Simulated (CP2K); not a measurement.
Crystal: BN.

```xyz
2
Lattice="3.6693 0.0000 0.0000 2.8161 2.3523 0.0000 2.8161 1.0214 2.1190" Properties=species:S:1:pos:R:3 pbc="T T T"
N     6.2063    2.2511    1.4139
B     0.0031    0.0011    0.0007
```

The cell is a database's computed one.

* Program: CP2K 2026.2
* Task: single point
* Functional: PBE
* Potentials or basis: POTENTIAL_UZH N GTH-PBE-q5, B GTH-PBE-q3; TZVP-MOLOPT-PBE-GTH basis
* Density cutoff: 6123 eV
* k mesh: 12 × 12 × 12
* Occupations: fermi-dirac, width 0.05 eV
* Spin: no spin polarisation

On this cell: pressure 3.7 GPa; largest force 0.010 eV/Å; band gap on the k mesh 4.29 eV, indirect (least direct gap 4.68 eV).

The same run follows on a disturbed copy (atoms moved at random, drawn with an rms of 0.05 Å):

```
N B
1.0
     3.66930    0.00000    0.00000
     2.81611    2.35229    0.00000
     2.81611    1.02142    2.11896
N B
1 1
Direct
  0.69139 0.66011 0.64607
  0.98621 0.01287 0.01615
```

Task: What changes?

Result: The energy moves by +105.5 meV/atom; pressure 6.8 GPa; largest force 3.729 eV/Å; band gap on the k mesh 3.72 eV, indirect (least direct gap 4.59 eV).

Forces in eV/Å, atoms in the order of the input:
```
N   -0.689  2.314  2.843
B    0.696 -2.308 -2.841
```

Stress tensor (GPa, compression positive):
```
 3.04  0.61 -1.72
 0.61  1.98 -7.98
-1.72 -7.98 15.36
```

Caveats: the basis of atomic orbitals isn't converged, which shifts pressures, moduli and gaps.

A k mesh can miss the band edges.
